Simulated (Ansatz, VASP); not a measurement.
This is a calculation of ZnS (Wurtzite-2H) for VASP 6.6.1. 

File INCAR:

```
PREC = Accurate
ENCUT = 600
EDIFF = 1E-6
ISMEAR = -1
SIGMA = 0.05
LREAL = False
LASPH = True
NELM = 100
ALGO = Normal
ISIF = 3
LWAVE = False
LCHARG = False
GGA = PS
IVDW = 13
IBRION = 2
NSW = 40
EDIFFG = -0.01
```

The input KPOINTS:

```
regular mesh
0
Gamma
  8 8 5
```

The input POSCAR:

```
ZnS
1.0
    3.8110000000      0.0000000000      0.0000000000
   -1.9055000000      3.3004228138      0.0000000000
    0.0000000000      0.0000000000      6.2340000000
Zn S
2 2
Direct
    0.6666666667      0.3333333333      0.5000000000
    0.3333333333      0.6666666667      0.0000000000
    0.6666666667      0.3333333333      0.8850000000
    0.3333333333      0.6666666667      0.3850000000
```

Potentials or basis: VASP PAW PBE potentials, release 64 (Zn, S).

Run with:

```console
$ cat potpaw_PBE.64/Zn/POTCAR potpaw_PBE.64/S/POTCAR > POTCAR
$ mpirun -np 1 vasp_std > vasp.out
```

**Question.** What does the same run look like in Ansatz 0.2.0? Potentials or basis there: Ansatz PAW, cutoff 420 eV.

**Answer.** As run (cutoffs and basis follow the program's own potentials, and thresholds, step limits or extra output files can differ):

Contents of input.yaml:

```yaml
crystal:
  lattice:
    - [3.811, 0.0, 0.0]
    - [-1.9055, 3.3004228138, 0.0]
    - [0.0, 0.0, 6.234]
  atoms:
    - { symbol: Zn, position: [0.6666666667, 0.3333333333, 0.5] }
    - { symbol: Zn, position: [0.3333333333, 0.6666666667, 0.0] }
    - { symbol: S, position: [0.6666666667, 0.3333333333, 0.885] }
    - { symbol: S, position: [0.3333333333, 0.6666666667, 0.385] }
hamiltonian:
  xc: pbesol
  pseudopotentials: { kind: paw }
  dispersion: d4
kpoints:
  mp_grid: { grid: [8, 8, 5] }
scf:
  occupations: { method: fermi_dirac, width: 0.05 }
output:
  forces: true
  stress: true
  eigenvalues: true
relax:
  f_tol: 0.01
  max_steps: 40
  cell: { stress_tol: 0.05 }
```

Potentials or basis: Ansatz PAW.

Launch:

```bash
$ ansatz run input.yaml --threads 1 --pin off --max-ram 3584MiB --backend cpu --events-out ev --progress --plain --runs-dir out
```

Both were run:

|  | VASP | Ansatz |
| --- | --- | --- |
| Relaxed volume | 18.94 Å³/atom | 18.88 Å³/atom |
| Relaxed cell | a = 3.763 Å, b = 3.763 Å, c = 6.177 Å, α = 90.00°, β = 90.00°, γ = 120.00° | a = 3.758 Å, b = 3.758 Å, c = 6.175 Å, α = 90.00°, β = 90.00°, γ = 120.00° |
| Space group after relaxing | P6_3mc (No. 186) | P6_3mc (No. 186) |
| Pressure after relaxing | -0.1 GPa | 0.0 GPa |

Ansatz's pressure holds a Pulay term of +0.07 GPa for its cutoff of 420 eV, which the other run lacks.

VASP's potentials were made for PBE. Ansatz's potentials were made for PBE.

Where Ansatz's input types no cutoff or centring, it takes its own default and a Γ-centred mesh.

Pressure is positive in compression.
